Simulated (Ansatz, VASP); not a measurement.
Given: the input of a run of Ansatz 0.2.0 on Te.

Contents of input.yaml:

```yaml
crystal:
  lattice:
    - [4.5413555111, 0.0, 0.0]
    - [-2.2706777555, 3.9329292402, 0.0]
    - [0.0, 0.0, 6.04018636]
  atoms:
    - { symbol: Te, position: [0.731, 0.731, 0.0] }
    - { symbol: Te, position: [0.0, 0.269, 0.6666666667] }
    - { symbol: Te, position: [0.269, 0.0, 0.3333333333] }
hamiltonian:
  xc: r2scan
  pseudopotentials: { kind: paw }
kpoints:
  mp_grid: { grid: [7, 7, 5] }
scf:
  occupations: { method: fermi_dirac, width: 0.05 }
output:
  forces: true
  stress: true
  eigenvalues: true
```

Potentials or basis: Ansatz PAW.

Launch:

```bash
$ ansatz run input.yaml --threads 1 --pin off --max-ram 3584MiB --backend cpu --events-out ev --progress --plain --runs-dir out
```

Task: Translate it to VASP 6.6.1. Potentials there: VASP PAW PBE potentials, release 64 (Te).

Result: As run (the cutoff follows the program's own potentials):

The input POSCAR:

```
Te
1.0
    4.5413555111      0.0000000000      0.0000000000
   -2.2706777555      3.9329292402      0.0000000000
    0.0000000000      0.0000000000      6.0401863600
Te
3
Direct
    0.7310000000      0.7310000000      0.0000000000
    0.0000000000      0.2690000000      0.6666666667
    0.2690000000      0.0000000000      0.3333333333
```

Contents of INCAR.step1:

```
SYSTEM = Te
PREC     = Accurate       ! precision mode
ENCUT    = 520            ! plane-wave cutoff, eV
ISMEAR   = -1             ! smearing method
SIGMA    = 0.05           ! smearing width, eV
LREAL    = .False.        ! projectors in reciprocal space
LASPH    = .True.         ! aspherical terms in the spheres
NELM     = 80             ! most SCF steps
NBANDS   = 16             ! bands
GGA      = PE             ! functional
ALGO     = Normal         ! electronic algorithm
EDIFF    = 1E-4           ! SCF threshold, eV
LWAVE    = .True.         ! write WAVECAR
LCHARG   = .False.        ! write CHGCAR
```

The input INCAR.step2:

```
SYSTEM = Te
PREC     = Accurate       ! precision mode
ENCUT    = 520            ! plane-wave cutoff, eV
EDIFF    = 1E-7           ! SCF threshold, eV
ISMEAR   = -1             ! smearing method
SIGMA    = 0.05           ! smearing width, eV
LREAL    = .False.        ! projectors in reciprocal space
LASPH    = .True.         ! aspherical terms in the spheres
NELM     = 80             ! most SCF steps
ALGO     = Normal         ! electronic algorithm
ISIF     = 2              ! what is computed and relaxed
LWAVE    = .False.        ! write WAVECAR
LCHARG   = .False.        ! write CHGCAR
METAGGA  = R2SCAN         ! meta-GGA
LMIXTAU  = .True.       
NBANDS   = 16             ! bands
ISTART   = 1
```

KPOINTS

```
Automatic mesh
0
Gamma
  7 7 5
  0 0 0
```

Potentials or basis: VASP PAW PBE potentials, release 64 (Te).

Command:

```console
$ cat potpaw_PBE.64/Te/POTCAR > POTCAR
$ cp INCAR.step1 INCAR
$ mpirun -np 1 vasp_std > vasp.out
$ cp INCAR.step2 INCAR
$ mpirun -np 1 vasp_std > vasp.out
```

Both were run:

|  | VASP | Ansatz | Ansatz less VASP |
| --- | --- | --- | --- |
| gap on the k mesh at the Fermi level (eV) | 0.79 | 0.80 | +0.007 |
| least direct gap on the mesh (eV) | 0.89 | 0.91 | +0.016 |
| pressure (GPa) | -1.8 | -1.8 | 0.00 |
| largest component of the traceless stress (GPa) | 0.71 | 0.73 | +0.019 |
| rms of the force components (eV/Å) | 0.204 | 0.215 | +0.0118 |

Atom by atom the forces differ by 0.012 eV/Å (rms over components). The two sets of potentials don't hold the same shells in valence.

Caveats: spin-orbit coupling is left out, which moves the levels of the heavy elements; the PAW data sets were made with another functional, which shifts forces and pressure a little (VASP); an odd mesh through Γ misses points on the zone boundary, where band edges often lie (VASP); odd divisions of the mesh miss points on the zone boundary, where band edges often lie, so the gap on the mesh can be too wide (Ansatz); the PAW data sets come from PBE, with cores solved anew for the run's functional, which leaves a small shift of forces and pressure (Ansatz).
